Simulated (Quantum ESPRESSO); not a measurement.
**MgSi under changes of volume**

One of the cells (17.692 Å³/atom); the others are scaled copies at fixed shape and fractional positions:

```
CELL_PARAMETERS angstrom
1.50251 -5.42602 0.00000
1.50251 5.42602 0.00000
0.00000 0.00000 4.34018
ATOMIC_POSITIONS crystal
Si 0.57064 0.42936 0.75000
Si 0.42936 0.57064 0.25000
Mg 0.16838 0.83162 0.25000
Mg 0.83162 0.16838 0.75000
```

The cell comes from a database or a generator and needn't be the stable form of this composition.

- Program: Quantum ESPRESSO 7.5
- Functional: LDA
- Potentials or basis: GBRV 1.5 LDA
- Cutoff: 612 eV
- Density cutoff: 4898 eV
- k mesh: 9 × 9 × 6
- Occupations: fermi-dirac, width 0.05 eV
- Spin: no spin polarisation

```csv
volume (Å³/atom),energy over the lowest point (meV/atom),pressure (GPa),largest force (eV/Å)
16.630,0.00,0.7,0.122
16.984,0.02,-0.8,0.135
17.338,3.02,-2.0,0.149
17.692,8.63,-3.2,0.162
18.046,16.61,-4.2,0.173
18.400,26.71,-5.1,0.183
18.754,?,?,?
```

Problem. What does the run at 18.754 Å³/atom give?

Solution. Energy over the lowest point 38.73 meV/atom; pressure -5.9 GPa; largest force 0.191 eV/Å.

Worked out: A Birch-Murnaghan fit of order 3 (a polynomial in V^(-2/3)) to the other rows has its minimum at 16.80 Å³/atom with B0 = V·E''(V) = 67 GPa and B' = 4.3 at fixed shape and positions, which overstates the stiffness. It gives 38.69 meV/atom at 18.754 Å³/atom, against the run's 38.73, and -dE/dV = -5.8 GPa, against -5.9.

Energies are extrapolated to zero smearing.
